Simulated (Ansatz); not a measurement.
Space group P6_3/mmc (No. 194). a = 2.917 Å, b = 2.917 Å, c = 5.915 Å, α = 90.00°, β = 90.00°, γ = 120.00°
| atom | site | symmetry | x | y | z |
| --- | --- | --- | --- | --- | --- |
| Ta | 2a | -3m. | 0.0000 | 0.0000 | 0.0000 |
| N | 2c | -6m2 | 0.3333 | 0.6667 | 0.2500 |

Equation of state of this TaN structure (not necessarily the ground state), with shape and atoms relaxed at each volume where symmetry leaves them free. It has no gap at any of these volumes. The calculation used Ansatz, DFT PBE, scalar-relativistic, plane waves, PAW.

Cutoff 420 eV; k points 18×18×8 on the computed 4-atom cell (Γ-centred); Gaussian smearing, width 0.10 eV; no spin polarisation.

| V (Å³/atom) | E − E(largest V) (meV/atom) | P (GPa) |
| --- | --- | --- |
| 9.590 | 106.55 | 54.85 |
| 9.917 | 12.64 | 37.67 |
| 10.244 | -48.88 | 23.05 |
| 10.571 | -82.86 | 10.61 |
| 10.898 | -93.36 | 0.01 |
| 11.225 | -83.89 | -9.02 |
| 11.552 | -57.42 | -16.70 |
| 11.987 | 0.00 | -25.17 |

Problem. Fit a third-order Birch–Murnaghan equation to E(V).

Solution. V0 = 10.90 Å³/atom, B0 = 325 GPa, B0' = 4.3.

Spin-orbit coupling is left out, which matters for the bands of heavy elements.

This form isn't the usual stable structure of the compound.